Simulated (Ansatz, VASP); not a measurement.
# NaH: VASP beside Ansatz

The input INCAR:

```
PREC = Accurate
ENCUT = 520
EDIFF = 1E-6
ISMEAR = -1
SIGMA = 0.02
LREAL = False
LASPH = True
NELM = 80
ALGO = Normal
ISIF = 2
LWAVE = False
LCHARG = False
GGA = PS
NBANDS = 11
```

The input KPOINTS:

```
regular mesh
0
Gamma
  11 11 11
```

Contents of POSCAR:

```
NaH
1.0
    0.0000000000      2.4022262428      2.4022262428
    2.4022262428      0.0000000000      2.4022262428
    2.4022262428      2.4022262428      0.0000000000
Na H
1 1
Direct
    0.0000000000      0.0000000000      0.0000000000
    0.5000000000      0.5000000000      0.5000000000
```

Input for Ansatz:

```yaml
crystal:
  lattice:
    - [0.0, 2.4022262428, 2.4022262428]
    - [2.4022262428, 0.0, 2.4022262428]
    - [2.4022262428, 2.4022262428, 0.0]
  atoms:
    - { symbol: Na, position: [0.0, 0.0, 0.0] }
    - { symbol: H, position: [0.5, 0.5, 0.5] }
kpoints:
  mp_grid: { grid: [11, 11, 11] }
scf:
  occupations: { method: fermi_dirac, width: 0.02 }
hamiltonian:
  xc: pbesol
  pseudopotentials: { kind: all_electron, lapw: { basis_error: 0.00025 } }
output:
  forces: true
  stress: true
  eigenvalues: true
```

Change from the starting cell: volume scaled by 1.02.

Alike in both runs: task single point; functional PBEsol; k mesh 11 × 11 × 11; occupations fermi-dirac, width 0.02 eV; no spin polarisation.

|  | VASP | Ansatz |
| --- | --- | --- |
| version | VASP 6.6.1 | Ansatz 0.2.0 |
| potentials or method | VASP PAW PBE potentials, release 64 (Na_pv, H) | all-electron LAPW, scalar-relativistic |
| plane-wave cutoff (eV) | 520 | see its input |

|  | VASP | Ansatz | Ansatz less VASP |
| --- | --- | --- | --- |
| gap on the k mesh at the Fermi level (eV) | 3.80 | 3.80 | +0.002 |
| pressure (GPa) | -0.2 | -0.2 | +0.02 |

Ansatz ran all-electron here, so the differences hold the error of VASP's frozen core and of both bases.

Caveats: the PAW data sets were made with another functional, which shifts forces and pressure a little (VASP); an odd mesh through Γ misses points on the zone boundary, where band edges often lie.
